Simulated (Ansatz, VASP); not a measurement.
# CsH: VASP beside Ansatz

Contents of INCAR:

```
SYSTEM = CsH
PREC = Accurate
ENCUT = 520
EDIFF = 1E-7
ISMEAR = 0
SIGMA = 0.05
LREAL = .FALSE.
LASPH = .TRUE.
NELM = 100
ALGO = Normal
ISIF = 2
LWAVE = .FALSE.
LCHARG = .FALSE.
GGA = CA
NBANDS = 12
```

Contents of KPOINTS:

```
regular mesh
0
G
  8 8 8
  0 0 0
```

File POSCAR:

```
CsH
1.0
    3.8184085400      0.0000000000      0.0000000000
    0.0000000000      3.8184085400      0.0000000000
    0.0000000000      0.0000000000      3.8184085400
Cs H
1 1
Direct
    0.0000000000      0.0000000000      0.0000000000
    0.5000000000      0.5000000000      0.5491042271
```

Input for Ansatz:

```yaml
crystal:
  lattice:
    - [3.81840854, 0.0, 0.0]
    - [0.0, 3.81840854, 0.0]
    - [0.0, 0.0, 3.81840854]
  atoms:
    - { symbol: Cs, position: [0.0, 0.0, 0.0] }
    - { symbol: H, position: [0.5, 0.5, 0.5491042271] }
basis:
  ecutwfc: 420
kpoints:
  mp_grid: { grid: [8, 8, 8] }
hamiltonian:
  xc: lda
scf:
  occupations: { method: gaussian, width: 0.05 }
output:
  forces: true
  stress: true
  eigenvalues: true
```

Change from the starting cell: all H atoms moved +0.188 Å, as atom 2 along Cartesian [0 0 1].

Alike in both runs: task single point; functional LDA; k mesh 8 × 8 × 8; occupations gaussian, width 0.05 eV; no spin polarisation.

```csv
,VASP,Ansatz
version,VASP 6.6.1,Ansatz 0.2.0
potentials or method,"VASP PAW LDA potentials, release 64 (Cs_sv, H)","scalar-relativistic, plane waves, PAW"
plane-wave cutoff (eV),520,420
valence electrons in the cell,10,10
```

|  | VASP | Ansatz | Ansatz less VASP |
| --- | --- | --- | --- |
| gap on the k mesh at the Fermi level (eV) | 2.33 | 2.36 | +0.028 |
| least direct gap on the mesh (eV) | 2.50 | 2.55 | +0.045 |
| pressure (GPa) | -1.8 | -1.8 | -0.05 |
| rms of the force components (eV/Å) | 0.033 | 0.032 | -0.0010 |

Atom by atom the forces differ by 0.001 eV/Å (rms over components).

Caveats: spin-orbit coupling is left out, which moves the levels of the heavy elements. A k mesh can miss the band edges.
